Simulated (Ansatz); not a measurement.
Consider the formal exchange of groups at the Si–C bond: `C[SiH]1SB1N` + `CCCCO` → `NB1[SiH2]S1` + `CCCCOC`.

Calculated with Ansatz (gas phase, PBE0-D4/def2-TZVP geometries, no zero-point term in ΔE). CBS: MP2 limit from def2 TZ/QZ plus the TZ coupled-cluster correction, frozen cores. Functionals use def2-TZVPP. Each species was taken in one conformer, which may not be the lowest.

| species | ωB97M-V energy (Eh) |
| --- | --- |
| `C[SiH]1SB1N` | -809.05523 |
| `CCCCO` | -233.63772 |
| `NB1[SiH2]S1` | -769.73252 |
| `CCCCOC` | -272.92895 |

Work out ΔE.

ΔE = (-769.73252) + (-272.92895) − (-809.05523) − (-233.63772) = 0.03148 Eh = +82.7 kJ/mol. CCSD(T)/CBS gives +84.3 kJ/mol.

Largest T1 diagnostic among the species: 0.014.

At CCSD(T), def2-SVP lies −22.7 kJ/mol from the extrapolated value and def2-TZVPP −3.8 kJ/mol. Leaving LDA and LC-ωPBE aside and taking each functional with its dispersion term where it has one, the values, not all of them listed here, spread over 9.4 kJ/mol, from BLYP-D4 to PBE-QIDH.
